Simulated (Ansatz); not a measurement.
Si:

```
Si
1.0
     3.83132    0.00000    0.00000
    -1.91566    3.31802    0.00000
     0.00000    0.00000    6.33262
Si
4
Direct
  0.66667 0.33333 0.93699
  0.33333 0.66667 0.43699
  0.66667 0.33333 0.56301
  0.33333 0.66667 0.06301
```

This isn't the form of Si at room conditions, which is diamond.

Program: Ansatz 0.2.0. Alike in all runs: task single point; level HSE06 form with a typed share of exact exchange; potentials or basis Ansatz PAW; no spin polarisation; cell as given; k mesh 4 × 4 × 2; cutoff (eV) 420; smearing fermi-dirac 0.05 eV; the mesh is coarse, so values aren't converged.

**Question.** Order these runs on this cell by their band gap on the k mesh, lowest first.
A. screening (1/Å) 0.15
B. screening (1/Å) 0.4
C. screening (1/Å) 0.1

**Answer.** B (0.72 eV), A (1.14 eV), C (1.30 eV).

Caveats: all runs use coarse meshes.

A k mesh can miss the band edges.
